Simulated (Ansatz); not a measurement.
System: fluorite SrF₂. Method: PBE in Ansatz (PAW).

Total energies, extrapolated to zero smearing (they compare only within this program, potentials and cutoff; free atoms with spin allowed, lowest state found):

| system | energy (eV/atom) |
|---|---|
| fluorite SrF₂, relaxed | -1722.4038 |
| free Sr atom | -3542.6090 |
| free F atom | -804.4392 |

Task: Work out the cohesive energy per atom.

Result: E_coh = [1 × (-3542.6090) + 2 × (-804.4392)]/3 − (-1722.4038) = 5.24 eV/atom. The reference value is 5.34 ± 0.03 eV/atom (worked out here from tabulated enthalpies at 298 K, copied from a table, unchecked, brought to a static lattice with a Debye model, atoms in their spin–orbit ground levels; inputs from the CRC Handbook), a difference of -0.10 eV/atom.

The PAW data were made under PBE.

Ansatz is an electronic-structure program.
